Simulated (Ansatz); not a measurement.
**A strain series on GaN (zincblende): uniaxial along [111], other directions held**

GaN (zincblende), relaxed with r2SCAN in Ansatz 0.2.0, then strained (uniaxial along [111], other directions held; changes of length per length, axes as in the cell below) with the atoms relaxed again within the symmetry that is left. Space group F-43m (No. 216), cubic; conventional cell a = 4.498 Å, 11.37 Å³ an atom. Around Ga lie 4 N at 1.95 Å; around N lie 4 Ga at 1.95 Å. (Simulation; spin polarisation is off.)

```yaml
crystal:
  lattice:
    - [0.00000, 2.24895, 2.24895]
    - [2.24895, 0.00000, 2.24895]
    - [2.24895, 2.24895, 0.00000]
  atoms:
    - { symbol: Ga, position: [0.00000, 0.00000, 0.00000] }
    - { symbol: N, position: [0.25000, 0.25000, 0.25000] }
```

Gaps are the least over each mesh (PBE 10×10×10, r2SCAN 10×10×10, HSE06 6×6×6 when unstrained) and the special points, which keep their unstrained names; stress is the change from the unstrained cell, compression positive.

| strain (%) | gap, PBE (eV) | gap, r2SCAN (eV) | gap, HSE06 (eV) | edges, HSE06 | stress along the strain, r2SCAN (GPa) | energy rise, r2SCAN (meV/atom) |
| --- | --- | --- | --- | --- | --- | --- |
| -5.2 | 1.790 | 2.212 | 3.091 | Γ | +23.06 | 41.6 |
| -0.5 | 1.766 | 2.179 | 3.021 | Γ | +2.08 | 0.4 |
| 0.0 | 1.756 | 2.168 | 3.005 | Γ | 0.00 | 0.0 |
| +1.5 | 1.623 | 2.030 | 2.858 | Γ | -6.00 | 3.2 |
| +5.38 | 1.247 | 1.636 | 2.442 | Γ | -19.67 | 39.3 |

Question: Estimate the row for a strain of +3.17 %.

Answer:

| strain (%) | gap, PBE (eV) | gap, r2SCAN (eV) | gap, HSE06 (eV) | edges, HSE06 | stress along the strain, r2SCAN (GPa) | energy rise, r2SCAN (meV/atom) |
| --- | --- | --- | --- | --- | --- | --- |
| +3.17 | 1.465 | 1.865 | 2.684 | Γ | -12.26 | 14.1 |

Between zero and the nearest strains the slope of the HSE06 gap against strain is -0.031 eV per percent for negative and -0.098 for positive strain.

The meshes of the hybrids are coarse, so their gaps aren't converged to the digits shown.
